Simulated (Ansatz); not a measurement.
As: single point with PBE

The system is As.

```
As
1.0
     2.70368    0.00000    0.00000
     0.00000    2.70368    0.00000
     0.00000    0.00000    2.70368
As
1
Cartesian
  1.3518 1.3518 1.3518
```

This isn't the form of As at room conditions, which is rhombohedral.

| Item | Value |
| --- | --- |
| Program | Ansatz 0.2.0 |
| Task | single point |
| Functional | PBE |
| Potentials or basis | Ansatz PAW |
| Cutoff | 420 eV (not typed: the program's choice for these potentials) |
| k mesh | 10 × 10 × 10 |
| Occupations | gaussian, width 0.016 eV |
| Spin | no spin polarisation |

The pressure is 2.3 GPa and the band gap on the k mesh is none (metal or under the smearing width).

Levels at points of the mesh, in eV from the Fermi level:
```tsv
k point	band 5	band 6	band 7	band 8	band 9	band 10
(0.00, 0.00, 0.00)	-35.90	-14.96	4.17	4.17	4.17	8.62
(0.00, 0.00, -0.50)	-35.90	-11.81	-6.91	6.47	6.47	11.40
(0.00, -0.50, -0.50)	-35.86	-8.53	-4.24	-4.24	2.55	8.63
(-0.50, -0.50, -0.50)	-35.86	-4.92	-1.80	-1.80	-1.80	6.00
```

Run time: 0.5 s on 2 threads of Arm Neoverse V2, with other jobs on the host, peak memory 0.26 GiB.
